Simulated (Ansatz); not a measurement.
Runs of Ansatz 0.2.0 on Ge. Symmetry: P6_3/mmc, No. 194, hexagonal system. The conventional cell has a = 3.998 Å, b = 3.998 Å, c = 6.599 Å, α = 90.00°, β = 90.00°, γ = 120.00°. Ge (site symmetry 3m) is surrounded by 4 Ge at 2.45 to 2.47 Å. This isn't the form of Ge at room conditions, which is diamond.

```tsv
task	level	spin	k mesh	cutoff (eV)	smearing	points for each segment of the path	gap on the mesh (eV)	pressure (GPa)	largest force (eV/Å)
band structure	r2SCAN	SOC, no magnetisation	6 × 6 × 3	500	fermi-dirac 0.05 eV	14	-	-0.1	(a)
single point	PBE	off	8 × 8 × 4	420	gaussian 0.013 eV	-	0.13	3.0	0.02
single point	PBE	off	8 × 8 × 4	420	gaussian 0.014 eV	-	0.13	3.0	0.02
single point	PBE	off	8 × 8 × 4	420	gaussian 0.015 eV	-	0.13	3.0	0.02
```

Alike in all rows: potentials or basis Ansatz PAW; cell as given.

Fill in the values left out.

(a) 0.01.

Caveats: the PAW data sets come from PBE, with cores solved anew for the run's functional, which leaves a small shift of forces and pressure (some runs).

A k mesh can miss the band edges, and rows without SOC leave out spin-orbit coupling on Ge.
